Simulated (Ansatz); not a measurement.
TiO2 in Ansatz: the effect of Hubbard term

The system is TiO2.

```
Ti O
1.0
    -2.97316    3.28737    3.28740
     2.97316   -3.28737    3.28740
     2.97316    3.28737   -3.28740
Ti O
4 8
Direct
  0.00000 0.50000 0.00000
  0.00000 0.00000 0.50000
  0.49524 0.24524 0.25000
  0.50475 0.75475 0.75000
  0.69508 0.69523 0.50015
  0.69508 0.19493 0.99985
  0.80452 0.74962 0.05490
  0.19472 0.74962 0.44510
  0.80528 0.25038 0.55490
  0.30492 0.80507 0.00015
  0.19548 0.25038 0.94510
  0.30492 0.30477 0.49985
```

The cell is a database's computed one.

Alike in all runs:

| Quantity | Value |
| --- | --- |
| Program | Ansatz 0.2.0 |
| Task | band structure |
| Functional | PBE |
| Potentials or basis | Ansatz PAW |
| Cutoff | 420 eV |
| Density cutoff | 1680 eV |
| k mesh | 6 × 6 × 6 |
| Occupations | fermi-dirac, width 0.05 eV |
| Spin | no spin polarisation |
| Path | [["G", "X", "M", "G", "Z", "P", "N", "Z1", "M"], ["X", "P"]] |
| Points for each segment of the path | 10 |
| Hubbard projectors | ortho-atomic (the default) |
| Double counting | fll (the default) |

Problem. One run gave: gap on the mesh 2.38 eV; pressure 3.0 GPa; largest force 0.15 eV/Å. Which Hubbard term did it use?
A. Ti d U = 8 eV
B. Ti d U = 5 eV
C. none
D. Ti d U = 2 eV
E. Ti d U = 6 eV

Solution. B.

| Hubbard term | gap on the mesh (eV) | pressure (GPa) | largest force (eV/Å) |
| --- | --- | --- | --- |
| none | 1.84 | -1.4 | 0.06 |
| Ti d U = 3 eV | 2.15 | 1.1 | 0.09 |
| Ti d U = 1 eV | 1.94 | -0.6 | 0.06 |
| Ti d U = 2 eV | 2.05 | 0.2 | 0.06 |
| Ti d U = 4 eV | 2.26 | 2.0 | 0.12 |
| Ti d U = 5 eV | 2.38 | 3.0 | 0.15 |
| Ti d U = 6 eV | 2.51 | 4.0 | 0.18 |
| Ti d U = 8 eV | 2.78 | 6.2 | 0.24 |

A k mesh can miss the band edges.

A gap of «none» marks a metal or a gap under the smearing width.

Not every run made on this cell is shown here.
